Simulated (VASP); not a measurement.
Runs of VASP 6.6.1 on CO2. The structure is tetragonal, space group I-42d (No. 122). Conventional cell: a = 3.949 Å, b = 3.949 Å, c = 6.028 Å, α = 90.00°, β = 90.00°, γ = 90.00°. O (site symmetry 2) has 2 C at 1.40 Å as nearest neighbours. Around C (site symmetry -4) lie 4 O at 1.40 Å. The cell comes from a database or a generator and needn't be the stable form of this composition.

```csv
level,potentials or basis,gap on the mesh (eV),pressure (GPa),largest force (eV/Å)
TB-mBJ,"VASP PAW PBE potentials, release 64 (O, C)",9.99,-,-
r2SCAN,"VASP PAW PBE potentials, release 64 (O, C)",8.40,(b),0.15
PBEsol,"VASP PAW PBE potentials, release 64 (O, C)",(c),(a),0.12
LDA,"VASP PAW LDA potentials, release 64 (O, C)",7.38,-11.8,0.42
```

Alike in all rows: task band structure; no spin polarisation; cell as given; k mesh 10 × 10 × 10; cutoff (eV) 520; smearing gaussian 0.02 eV.

Fill in the values left out.

(a) -4.9; (b) -5.8; (c) 7.53.

Caveats: the PAW data sets were made with another functional, which shifts forces and pressure a little (some runs).

